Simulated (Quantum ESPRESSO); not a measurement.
# SnTe (Fm-3m) in Quantum ESPRESSO: a series of runs

Aim: see how the results for SnTe move with the level of theory and the settings. Levels: PBEsol, PBE. Tasks: energy-loss spectrum, phonons.

Program: Quantum ESPRESSO 7.5. These are calculated values, not measurements. Logs are shortened: lines on timing, memory, paths and dates and some standing lists are left out, and cuts for length are marked.

## (1) Starting point

It takes space group Fm-3m (No. 225, cubic). The conventional cell has a = 6.302 Å, b = 6.302 Å, c = 6.302 Å, α = 90.00°, β = 90.00°, γ = 90.00°. Around Te (site symmetry m-3m) lie 6 Sn at 3.15 Å. Sn (site symmetry m-3m) has 6 Te at 3.15 Å as nearest neighbours.

## (2) Energy-loss spectrum, PBEsol

The input, pw.in:

```
&CONTROL
  calculation = 'scf'
  prefix = 'pwscf'
  outdir = './tmp'
  pseudo_dir = './pseudo'
  tprnfor = .true.
  tstress = .true.
  disk_io = 'low'
/
&SYSTEM
  ibrav = 0
  nat = 2
  ntyp = 2
  ecutwfc = 68
  ecutrho = 544
  nbnd = 16
  occupations = 'smearing'
  smearing = 'mp'
  degauss = 0.01999163
/
&ELECTRONS
  conv_thr = 4d-10
  electron_maxstep = 120
  mixing_beta = 0.5
  diago_david_ndim = 4
/
ATOMIC_SPECIES
Te   127.6000 te_pbesol_v1.uspp.F.UPF
Sn   118.7100 sn_pbesol_v1.4.uspp.F.UPF
CELL_PARAMETERS angstrom
   0.0000000000    3.1508500000    3.1508500000
   3.1508500000    0.0000000000    3.1508500000
   3.1508500000    3.1508500000    0.0000000000
ATOMIC_POSITIONS crystal
Te     0.5000000000    0.5000000000    0.5000000000
Sn     0.0000000000    0.0000000000    0.0000000000
K_POINTS automatic
4 4 4 1 1 1
```

The input, gamma.in:

```
&CONTROL
  calculation = 'bands'
  prefix = 'pwscf'
  outdir = './tmp'
  pseudo_dir = './pseudo'
  disk_io = 'low'
  verbosity = 'high'
/
&SYSTEM
  ibrav = 0
  nat = 2
  ntyp = 2
  ecutwfc = 68
  ecutrho = 544
  nbnd = 16
  occupations = 'smearing'
  smearing = 'mp'
  degauss = 0.01999163
/
&ELECTRONS
  conv_thr = 1d-08
  electron_maxstep = 120
  mixing_beta = 0.5
  diago_david_ndim = 4
  diago_full_acc = .true.
  startingwfc = 'random'
/
ATOMIC_SPECIES
Te   127.6000 te_pbesol_v1.uspp.F.UPF
Sn   118.7100 sn_pbesol_v1.4.uspp.F.UPF
CELL_PARAMETERS angstrom
   0.0000000000    3.1508500000    3.1508500000
   3.1508500000    0.0000000000    3.1508500000
   3.1508500000    3.1508500000    0.0000000000
ATOMIC_POSITIONS crystal
Te     0.5000000000    0.5000000000    0.5000000000
Sn     0.0000000000    0.0000000000    0.0000000000
K_POINTS crystal
1
0.0 0.0 0.0 1
```

The input, scf2.in:

```
&CONTROL
  calculation = 'scf'
  prefix = 'pwscf'
  outdir = './tmp'
  pseudo_dir = './pseudo'
  tprnfor = .true.
  tstress = .true.
  disk_io = 'low'
/
&SYSTEM
  ibrav = 0
  nat = 2
  ntyp = 2
  ecutwfc = 68
  ecutrho = 544
  nbnd = 16
  occupations = 'fixed'
/
&ELECTRONS
  conv_thr = 1d-11
  electron_maxstep = 120
  mixing_beta = 0.5
  diago_david_ndim = 4
  startingpot = 'file'
/
ATOMIC_SPECIES
Te   127.6000 te_pbesol_v1.uspp.F.UPF
Sn   118.7100 sn_pbesol_v1.4.uspp.F.UPF
CELL_PARAMETERS angstrom
   0.0000000000    3.1508500000    3.1508500000
   3.1508500000    0.0000000000    3.1508500000
   3.1508500000    3.1508500000    0.0000000000
ATOMIC_POSITIONS crystal
Te     0.5000000000    0.5000000000    0.5000000000
Sn     0.0000000000    0.0000000000    0.0000000000
K_POINTS automatic
4 4 4 1 1 1
```

The input, eels.in:

```
&LR_INPUT
  prefix = 'pwscf'
  outdir = './tmp'
  restart_step = 5000
  restart = .false.
/
&LR_CONTROL
  calculator = 'lanczos'
  approximation = 'TDDFT'
  q1 = 0.03545952081
  q2 = 0
  q3 = 0
  itermax = 800
/
```

The input, spectrum.in:

```
&LR_INPUT
  prefix = 'pwscf'
  outdir = './tmp'
  eels = .true.
  itermax0 = 800
  itermax = 20000
  extrapolation = 'osc'
  epsil = 0.02
  units = 1
  start = 0
  end = 40
  increment = 0.2
/
```

The input, spectrum_short.in:

```
&LR_INPUT
  prefix = 'pwscf'
  outdir = './tmp'
  eels = .true.
  itermax0 = 532
  itermax = 20000
  extrapolation = 'osc'
  epsil = 0.02
  units = 1
  start = 0
  end = 40
  increment = 0.2
/
```

Potentials or basis: GBRV 1.5 PBEsol.

Started as:

```console
$ OMP_NUM_THREADS=1 pw.x -in pw.in > pw.out
$ OMP_NUM_THREADS=1 pw.x -in gamma.in > gamma.out
$ OMP_NUM_THREADS=1 pw.x -in scf2.in > scf2.out
$ OMP_NUM_THREADS=1 turbo_eels.x -in eels.in > eels.out
$ OMP_NUM_THREADS=1 turbo_spectrum.x -in spectrum.in > spectrum.out
$ OMP_NUM_THREADS=1 turbo_spectrum.x -in spectrum_short.in > spectrum_short.out
```

pw.out:

```text
This program is part of the open-source Quantum ESPRESSO suite
     for quantum simulation of materials; please cite
         "P. Giannozzi et al., J. Phys.:Condens. Matter 21 395502 (2009);
         "P. Giannozzi et al., J. Phys.:Condens. Matter 29 465901 (2017);
         "P. Giannozzi et al., J. Chem. Phys. 152 154105 (2020);
     in publications or presentations arising from this work. More details at

     Message from routine setup:
     using ibrav=0 with symmetry is DISCOURAGED, use correct ibrav instead

     G-vector sticks info
     --------------------
     sticks:   dense  smooth     PW     G-vecs:    dense   smooth      PW
     Sum        2665    1333    379                90249    31951    5029

     Using Slab Decomposition

     bravais-lattice index     =            0
     lattice parameter (alat)  =       8.4206  a.u.
     unit-cell volume          =     422.1918 (a.u.)^3
     number of atoms/cell      =            2
     number of atomic types    =            2
     number of electrons       =        20.00
     number of Kohn-Sham states=           16
     kinetic-energy cutoff     =      68.0000  Ry
     charge density cutoff     =     544.0000  Ry
     scf convergence threshold =      4.0E-10
     mixing beta               =       0.5000
     number of iterations used =            8  plain     mixing
     Exchange-correlation= SLA  PW   PSX  PSC
                           (   1   4  10   8   0   0   0)

     celldm(1)=   8.420572  celldm(2)=   0.000000  celldm(3)=   0.000000
     celldm(4)=   0.000000  celldm(5)=   0.000000  celldm(6)=   0.000000

     crystal axes: (cart. coord. in units of alat)
               a(1) = (   0.000000   0.707107   0.707107 )
               a(2) = (   0.707107   0.000000   0.707107 )
               a(3) = (   0.707107   0.707107   0.000000 )

     reciprocal axes: (cart. coord. in units 2 pi/alat)
               b(1) = ( -0.707107  0.707107  0.707107 )
               b(2) = (  0.707107 -0.707107  0.707107 )
               b(3) = (  0.707107  0.707107 -0.707107 )

     PseudoPot. # 1 for Te read from file:
     te_pbesol_v1.uspp.F.UPF
     Pseudo is Ultrasoft + core correction, Zval =  6.0
     Generated by new atomic code, or converted to UPF format
     Using radial grid of  891 points,  5 beta functions with:
                l(1) =   0
                l(2) =   0
                l(3) =   1
                l(4) =   1
                l(5) =   2
     Q(r) pseudized with  6 coefficients,  rinner =    1.800   1.800   1.800
                                                       1.800   1.800

     PseudoPot. # 2 for Sn read from file:
     sn_pbesol_v1.4.uspp.F.UPF
     Pseudo is Ultrasoft + core correction, Zval = 14.0
     Generated by new atomic code, or converted to UPF format
     Using radial grid of  891 points,  6 beta functions with:
                l(1) =   0
                l(2) =   0
                l(3) =   1
                l(4) =   1
                l(5) =   2
                l(6) =   2
     Q(r) pseudized with  8 coefficients,  rinner =    1.350   1.350   1.350
                                                       1.350   1.350

     atomic species   valence    mass     pseudopotential
     Te                6.00   127.60000     Te( 1.00)
     Sn               14.00   118.71000     Sn( 1.00)

     48 Sym. Ops., with inversion, found

   Cartesian axes

     site n.     atom                  positions (alat units)
         1        Te     tau(   1) = (   0.7071068   0.7071068   0.7071068  )
         2        Sn     tau(   2) = (   0.0000000   0.0000000   0.0000000  )

     number of k points=    10  Methfessel-Paxton smearing, width (Ry)=  0.0200
                       cart. coord. in units 2pi/alat
        k(    1) = (   0.0883883   0.0883883   0.0883883), wk =   0.0625000
        k(    2) = (   0.2651650   0.2651650  -0.0883883), wk =   0.1875000
        k(    3) = (  -0.2651650  -0.2651650   0.4419417), wk =   0.1875000
        k(    4) = (  -0.0883883  -0.0883883   0.2651650), wk =   0.1875000
        k(    5) = (   0.4419417   0.0883883   0.0883883), wk =   0.1875000
        k(    6) = (  -0.0883883  -0.4419417   0.6187184), wk =   0.3750000
        k(    7) = (   0.0883883  -0.2651650   0.4419417), wk =   0.3750000
        k(    8) = (  -0.6187184   0.0883883   0.0883883), wk =   0.1875000
        k(    9) = (   0.2651650   0.2651650   0.2651650), wk =   0.0625000
        k(   10) = (  -0.2651650  -0.2651650   0.7954951), wk =   0.1875000

     Dense  grid:    90249 G-vectors     FFT dimensions: (  64,  64,  64)

     Smooth grid:    31951 G-vectors     FFT dimensions: (  45,  45,  45)

     Initial potential from superposition of free atoms

     starting charge      18.9998, renormalised to      20.0000
     Starting wfcs are   13 randomized atomic wfcs +    3 random wfcs

     Self-consistent Calculation

     iteration #  1     ecut=    68.00 Ry     beta= 0.50
     Davidson diagonalization with overlap
     ethr =  1.00E-02,  avg # of iterations =  6.9

     total energy              =    -185.22391958 Ry
     estimated scf accuracy    <       0.65475708 Ry

     iteration #  2     ecut=    68.00 Ry     beta= 0.50
     Davidson diagonalization with overlap
     ethr =  3.27E-03,  avg # of iterations =  2.0

     total energy              =    -185.39126571 Ry
     estimated scf accuracy    <       0.03067729 Ry

     iteration #  3     ecut=    68.00 Ry     beta= 0.50
     Davidson diagonalization with overlap
     ethr =  1.53E-04,  avg # of iterations =  2.6

     total energy              =    -185.39625885 Ry
     estimated scf accuracy    <       0.00217036 Ry

     iteration #  4     ecut=    68.00 Ry     beta= 0.50
     Davidson diagonalization with overlap
     ethr =  1.09E-05,  avg # of iterations =  3.3

     total energy              =    -185.39641876 Ry
     estimated scf accuracy    <       0.00025397 Ry

     iteration #  5     ecut=    68.00 Ry     beta= 0.50
     Davidson diagonalization with overlap
     ethr =  1.27E-06,  avg # of iterations =  2.8

     total energy              =    -185.39647701 Ry
     estimated scf accuracy    <       0.00000773 Ry

     iteration #  6     ecut=    68.00 Ry     beta= 0.50
     Davidson diagonalization with overlap
     ethr =  3.86E-08,  avg # of iterations =  3.0

     total energy              =    -185.39648035 Ry
     estimated scf accuracy    <       0.00000304 Ry

     iteration #  7     ecut=    68.00 Ry     beta= 0.50
     Davidson diagonalization with overlap
     ethr =  1.52E-08,  avg # of iterations =  2.0

     total energy              =    -185.39648115 Ry
     estimated scf accuracy    <          6.1E-09 Ry

     iteration #  8     ecut=    68.00 Ry     beta= 0.50
     Davidson diagonalization with overlap
     ethr =  3.06E-11,  avg # of iterations =  3.9

     total energy              =    -185.39648117 Ry
     estimated scf accuracy    <          1.7E-09 Ry

     iteration #  9     ecut=    68.00 Ry     beta= 0.50
     Davidson diagonalization with overlap
     ethr =  8.29E-12,  avg # of iterations =  2.0

     End of self-consistent calculation

          k = 0.0884 0.0884 0.0884 (  3963 PWs)   bands (ev):

   -13.7699 -13.7699 -13.7620 -13.7614 -13.7614  -4.6300   2.6382   5.9615
     5.9615   6.4180  10.7533  10.7533  10.7902  12.7249  13.0734  13.0734

          k = 0.2652 0.2652-0.0884 (  3994 PWs)   bands (ev):

   -13.7727 -13.7720 -13.7609 -13.7583 -13.7570  -3.9979   0.9160   4.9179
     6.4332   7.7597   8.5185   8.7185  11.2194  13.2657  13.9266  16.0544

          k =-0.2652-0.2652 0.4419 (  3995 PWs)   bands (ev):

   -13.7756 -13.7725 -13.7602 -13.7560 -13.7546  -3.4440  -0.1066   5.2537
     5.7394   6.7375   9.0840   9.1650  10.1636  14.2329  16.4477  17.0526

          k =-0.0884-0.0884 0.2652 (  3988 PWs)   bands (ev):

   -13.7735 -13.7690 -13.7627 -13.7589 -13.7584  -4.2961   1.7166   5.4454
     5.5697   7.2260   8.8749  10.9904  10.9980  11.9725  14.4506  14.6265

          k = 0.4419 0.0884 0.0884 (  4005 PWs)   bands (ev):

   -13.7796 -13.7672 -13.7641 -13.7551 -13.7546  -3.7291   1.0974   4.6257
     4.8521   5.2509  10.8423  11.1827  11.5986  11.9695  16.7906  16.8141

          k =-0.0884-0.4419 0.6187 (  4006 PWs)   bands (ev):

   -13.7811 -13.7688 -13.7613 -13.7560 -13.7521  -3.1641   0.5390   3.2551
     3.9386   6.4660   9.6028  11.8302  12.9254  13.1670  15.0422  18.2298

          k = 0.0884-0.2652 0.4419 (  3994 PWs)   bands (ev):

   -13.7772 -13.7705 -13.7609 -13.7562 -13.7547  -3.5246   0.4239   4.2691
     5.0705   6.8374   8.9450  10.5594  11.7390  12.9486  16.0182  16.4177

          k =-0.6187 0.0884 0.0884 (  4000 PWs)   bands (ev):

   -13.7847 -13.7658 -13.7650 -13.7524 -13.7519  -3.2316   1.1038   2.9076
     4.4955   4.7022  10.5648  12.2311  12.4570  13.7375  17.6059  17.7957

          k = 0.2652 0.2652 0.2652 (  3984 PWs)   bands (ev):

   -13.7732 -13.7732 -13.7608 -13.7562 -13.7562  -3.7605   0.2175   6.1796
     6.1796   7.5744   8.7160   8.7160   8.7695  14.4327  15.4550  15.4550

          k =-0.2652-0.2652 0.7955 (  3993 PWs)   bands (ev):

   -13.7779 -13.7710 -13.7592 -13.7565 -13.7544  -3.2756   0.1748   3.6228
     5.4310   6.1814   9.7450  10.0395  12.4600  13.8995  15.0876  15.6620

     the Fermi energy is     8.1194 ev

!    total energy              =    -185.39648117 Ry
     estimated scf accuracy    <          5.9E-12 Ry
     smearing contrib. (-TS)   =       0.00052742 Ry
     internal energy E=F+TS    =    -185.39700859 Ry

     The total energy is F=E-TS. E is the sum of the following terms:
     one-electron contribution =     -71.19282469 Ry
     hartree contribution      =      47.37407859 Ry
     xc contribution           =     -56.88292098 Ry
     ewald contribution        =    -104.69534151 Ry

     convergence has been achieved in   9 iterations

     Forces acting on atoms (cartesian axes, Ry/au):

     atom    1 type  1   force =    -0.00000000   -0.00000000    0.00000000
     atom    2 type  2   force =     0.00000000    0.00000000    0.00000000

     Total force =     0.000000     Total SCF correction =     0.000000

     Computing stress (Cartesian axis) and pressure

          total   stress  (Ry/bohr**3)                   (kbar)     P=       -2.46
  -0.00001670   0.00000000   0.00000000           -2.46        0.00        0.00
   0.00000000  -0.00001670   0.00000000            0.00       -2.46        0.00
   0.00000000   0.00000000  -0.00001670            0.00        0.00       -2.46

=------------------------------------------------------------------------------=
   JOB DONE.
=------------------------------------------------------------------------------=
```

It took 26 min on 1 thread of Arm Neoverse V2, shared host; peak memory 0.56 GiB.

What came out:

```
Free energy                      : -2522.4492 eV
Pressure                         : -0.3 GPa
Peak of the energy-loss function : 14.2 eV
```

Energy-loss function at q = [0.05, 0.0, 0.0] (Å⁻¹, cartesian):
| energy (eV) | loss |
| --- | --- |
| 0.0 | 0.000 |
| 1.8 | 0.009 |
| 3.4 | 0.072 |
| 5.2 | 0.175 |
| 7.0 | 0.219 |
| 8.6 | 0.233 |
| 10.4 | 0.573 |
| 12.2 | 1.009 |
| 13.8 | 2.780 |
| 15.6 | 2.352 |
| 17.4 | 1.412 |
| 19.0 | 0.814 |
| 20.8 | 0.425 |
| 22.4 | 0.414 |
| 24.2 | 0.415 |
| 26.0 | 0.429 |
| 27.6 | 0.276 |
| 29.4 | 0.154 |
| 31.2 | 0.142 |
| 32.8 | 0.122 |
| 34.6 | 0.100 |
| 36.4 | 0.099 |
| 38.0 | 0.093 |
| 39.8 | 0.094 |

Caveat: this smearing can shift energies of a crystal with a gap.

(Continued in part 2 of 2.)
